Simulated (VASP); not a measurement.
A run of VASP 6.6.1 is set up as follows.

File INCAR:

```
SYSTEM = ZnS
ALGO     = Normal         ! electronic algorithm
EDIFF    = 1E-6           ! SCF threshold, eV
ENCUT    = 500            ! plane-wave cutoff, eV
GGA      = PE             ! functional
GGA_COMPAT= .FALSE.      
ISIF     = 2              ! what is computed and relaxed
ISMEAR   = -1             ! smearing method
LASPH    = .TRUE.         ! aspherical terms in the spheres
LCHARG   = .FALSE.        ! write CHGCAR
LREAL    = .FALSE.        ! projectors in reciprocal space
LWAVE    = .FALSE.        ! write WAVECAR
NBANDS   = 46             ! bands
NELM     = 120            ! most SCF steps
PREC     = Accurate       ! precision mode
SIGMA    = 0.02           ! smearing width, eV
```

File KPOINTS:

```
k-points
0
G
  6 6 2
  0 0 0
```

The input POSCAR:

```
ZnS
1.0
    3.8472575308      0.0000000000      0.0000000000
   -1.9236287654      3.3318227566      0.0000000000
    0.0000000000      0.0000000000     12.5882096192
Zn S
4 4
Direct
    0.0000000000      0.0000000000      0.0000419335
    0.0000000000      0.0000000000      0.5000419335
    0.3333333333      0.6666666667      0.2500168310
    0.6666666667      0.3333333333      0.7500168310
    0.0000000000      0.0000000000      0.1872987097
    0.0000000000      0.0000000000      0.6872987097
    0.3333333333      0.6666666667      0.4376425259
    0.6666666667      0.3333333333      0.9376425259
```

Potentials or basis: VASP PAW PBE potentials, release 64 (Zn, S).

Command:

```sh
$ cat potpaw_PBE.64/Zn/POTCAR potpaw_PBE.64/S/POTCAR > POTCAR
$ mpirun -np 1 vasp_std > vasp.out
```

Problem. Estimate the band gap on the k mesh.

Solution. 2.05 eV, direct.

Problem. Predict the pressure.

Solution. 0.2 GPa.

Forces on the atoms (eV/Å):
```
Zn   0.000  0.000  0.005
Zn   0.000  0.000  0.005
Zn   0.000  0.000  0.003
Zn   0.000  0.000  0.003
S    0.000  0.000 -0.004
S    0.000  0.000 -0.004
S    0.000  0.000 -0.003
S    0.000  0.000 -0.003
```

**What was measured.**

From a printed reference work, monograph, for a bulk crystal of ZnS at 4 K: band gap 3.911 eV (direct).

Measured gap of ZnS: 3.911 eV (direct; 4 K; a printed reference work, monograph). This calculation gives 2.05 eV (-1.86 eV). The value is that of PBE, without temperature or zero-point motion. Semilocal functionals fall short of measured gaps as a rule.
